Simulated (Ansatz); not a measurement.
A plane-wave DFT run in Ansatz 0.2.0 (scalar-relativistic PAW potentials unless the input names others): input and command.

```yaml
crystal:
  lattice:
    - [0.0, 2.8113447628, 2.8113447628]
    - [2.8113447628, 0.0, 2.8113447628]
    - [2.8113447628, 2.8113447628, 0.0]
  atoms:
    - { symbol: Si, position: [0.25, 0.25, 0.25] }
    - { symbol: Si, position: [0.75, 0.75, 0.75] }
    - { symbol: Ni, position: [0.0, 0.0, 0.0] }
basis:
  ecutwfc: "33.1 Ry"
kpoints:
  mp_grid: { grid: [14, 14, 14] }
hamiltonian:
  xc: pbe
scf:
  occupations: { method: gaussian, width: 0.1 }
output:
  forces: true
  eigenvalues: true
  stress: true
```

```bash
ansatz run input.yaml --threads 1 --pin off --max-ram 2560MiB --backend cpu --events-out ev --progress --plain --runs-dir out
```

Abridged log:
```
Basis set: ecut = 450.34844237 eV, 941 PW (Γ), exchange–correlation on 60×60×60 points (8 copies of the dense FFT grid, shifted against one another)
Bands: 17, of which v1, the nominal top of the filled ones, is band 13 counted from 1 (12 counted from 0)
Symmetry: 48 space group operations
k-points: 104 of 2744
SCF iter   1: F=—  HF=-7112.252525 eV  |F-HF|=—  |Δ(HF+E_count)|=         —  Δρ=5.19e-3  dr2=7.94e-3  ethr=1.77e-3  ⟨swp⟩=5.0  Hψ=9046  notcnv=0
SCF iter   2: F=—  HF=-7112.252180 eV  |F-HF|=—  |Δ(HF+E_count)|=   3.45e-4  Δρ=1.88e-3  dr2=1.17e-3  ethr=3.05e-5  ⟨swp⟩=1.9  Hψ=3005  notcnv=0
SCF iter   3: F=—  HF=-7112.252153 eV  |F-HF|=—  |Δ(HF+E_count)|=   2.77e-5  Δρ=3.17e-4  dr2=4.58e-5  ethr=4.49e-6  ⟨swp⟩=1.1  Hψ=1786  notcnv=0
SCF iter   4: F=—  HF=-7112.252165 eV  |F-HF|=—  |Δ(HF+E_count)|=   1.26e-5  Δρ=1.31e-4  dr2=9.61e-6  ethr=1.76e-7  ⟨swp⟩=2.3  Hψ=2825  notcnv=0
SCF iter   5: F=—  HF=-7112.252170 eV  |F-HF|=—  |Δ(HF+E_count)|=   5.13e-6  Δρ=3.77e-5  dr2=1.22e-6  ethr=3.70e-8  ⟨swp⟩=2.1  Hψ=2203  notcnv=0
SCF iter   6: F=—  HF=-7112.252171 eV  |F-HF|=—  |Δ(HF+E_count)|=   8.63e-7  Δρ=1.93e-5  dr2=1.62e-7  ethr=4.70e-9  ⟨swp⟩=2.4  Hψ=2571  notcnv=0
SCF iter   7: F=-7112.252171 eV  HF=-7112.252171 eV  |F-HF|=8.24e-9  |Δ(HF+E_count)|=   1.05e-7  Δρ=6.28e-6  dr2=1.43e-8  ethr=3.85e-10  ⟨swp⟩=5.2  Hψ=7906  notcnv=0
SCF 1 converged in 7 iterations: F = -7112.252171 eV  dr2 = 1.43e-8
SCF converged after 7 iterations
Free energy (F): -7112.252171 eV
Harris-Foulkes:  -7112.252171 eV  (|F-HF|=8.24e-9)
Internal energy: -7112.247122 eV  (E = F + TS)
E sigma→0 (E₀):  -7112.249647 eV
Entropy (-TS):   -0.005049 eV (-1.683 meV/atom)
Fermi energy:    11.215305 eV
--- Forces (eV/Å), atoms counted from 1 ---
  atom   1  Si     0.00000000     0.00000000     0.00000000
  atom   2  Si     0.00000000     0.00000000     0.00000000
  atom   3  Ni     0.00000000     0.00000000     0.00000000
--- Stress (GPa, compression-positive) ---
      -11.195987       0.000000       0.000000
        0.000000     -11.195987       0.000000
        0.000000       0.000000     -11.195987
  P = ⅓ Tr σ = -11.1960 GPa (-111.960 kbar)
```

Apart from outputs and empty bands, the input differs from a reference run on usual settings in basis.ecutwfc: 420 → "33.1 Ry". The reference, at the same geometry (not necessarily relaxed), gave pressure -11.19 GPa, largest force 0.000 eV/Å, no gap on the mesh. This run converged in 7 SCF iterations (reference: 7) with an energy at zero smearing 0.26 meV/atom below the reference's, pressure -11.20 GPa, largest force 0.000 eV/Å, no gap on the mesh.

Time: 3.6 s on 1 thread of Arm Neoverse V2, with other jobs on the host, peak memory 0.36 GiB.